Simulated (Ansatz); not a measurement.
## ZnO (P6_3mc): volume and gaps against pressure

```
Zn O
1.0
     3.23001    0.00000    0.00000
    -1.61500    2.79727    0.00000
     0.00000    0.00000    5.21434
Zn O
2 2
Direct
  0.33333 0.66667 0.50004
  0.66667 0.33333 0.00004
  0.66667 0.33333 0.37897
  0.33333 0.66667 0.87897
```

This is the zero-pressure cell under PBEsol. Cell and atoms are relaxed by PAW (default files of Ansatz 0.2.0, cutoff 420 eV, stress met within about 0.05 GPa) at each pressure, in this structure whether or not another phase would take over; P is the pressure reached, less that of this cell. Levels come from PBEsol, all-electron LAPW in Ansatz 0.2.0, scalar-relativistic; k mesh 8×8×4, fixed occupations, basis error target 0.5 meV/atom. Conduction levels are in eV over the valence top (at Γ), at fixed fractional wave vectors. Zone-centre phonons come from finite displacements by PAW, without the LO-TO term.

| P (GPa) | V/V₀ | c/a | Γ | A ∥ z | L (oblique) | M ⊥ z | E2 (cm⁻¹) | B1 (cm⁻¹) |
| --- | --- | --- | --- | --- | --- | --- | --- | --- |
| -1.98 | 1.0142 | 1.6143 | 0.700 | 3.373 | 5.585 | 5.697 | 90.6 | 520.0 |
| 0.00 | 1.0000 | 1.6143 | 0.720 | 3.405 | 5.608 | 5.756 | 88.5 | 530.2 |
| 2.00 | 0.9867 | 1.6143 | 0.739 | 3.436 | 5.629 | 5.813 | 86.3 | 540.0 |
| 3.98 | 0.9744 | 1.6140 | 0.757 | 3.465 | 5.649 | 5.866 | 84.1 | 549.3 |
| 6.99 | ? | ? | ? | ? | ? | ? | ? | ? |
| 9.99 | 0.9414 | 1.6145 | 0.805 | 3.542 | 5.698 | 6.010 | 76.3 | 576.0 |
| 14.99 | 0.9180 | 1.6145 | 0.840 | 3.598 | 5.732 | 6.115 | 69.0 | 596.6 |

Q: Fit the third-order Birch-Murnaghan equation to the rows shown.

A: With f = [(V₀/V)^(2/3) − 1]/2, the normalised pressure F = P/[3f(1 + 2f)^(5/2)] is 145.0 GPa at f = -0.0047, 144.9 GPa at f = 0.0045, 145.6 GPa at f = 0.0087, 146.7 GPa at f = 0.0205, 147.6 GPa at f = 0.0294. The line F = B₀[1 + (3/2)(B′ − 4)f] gives B₀ = 145.0 GPa and B′ = 4.4.

Q: What are the volume deformation potentials and pressure coefficients of these levels at zero pressure?

A: 

| level | dE/dlnV (eV) | dE/dP = −(dE/dlnV)/B₀ (meV/GPa) | mean slope up to 2.0 GPa (meV/GPa) |
| --- | --- | --- | --- |
| Γ | -1.44 | 9.9 | 9.6 |
| A ∥ z | -2.31 | 15.9 | 15.5 |
| L (oblique) | -1.62 | 11.2 | 10.7 |
| M ⊥ z | -4.23 | 29.1 | 28.3 |

dE/dlnV is the slope of a cubic fit in ln V at V₀. The last column is read from two rows and shows how the slope bends with pressure.

Q: What mode Grüneisen parameters follow?

A: γ = −d ln ω/d ln V at V₀ from a quadratic fit in ln V: E2 -1.63, B1 1.37.

Q: What belongs in the row at 6.99 GPa?

A: The fits give V/V₀ = 0.9572 and Γ = 0.782 eV. Computed: V/V₀ = 0.9571, c/a = 1.6143, Γ = 0.782, A ∥ z = 3.505, L (oblique) = 5.675, M ⊥ z = 5.941, E2 (cm⁻¹) = 80.3, B1 (cm⁻¹) = 563.0.

Limits of these numbers: no other phase was computed; many crystals of this kind change structure within this range, and rows or crossings beyond such a change describe a metastable lattice; the frozen-core PAW files of the relaxations were fitted under PBE, their cores solved anew for this functional; semilocal gaps are low, and the spacing of valleys can be off by tenths of an eV; levels are read at fixed fractional k, so an edge that moves off these points is missed.
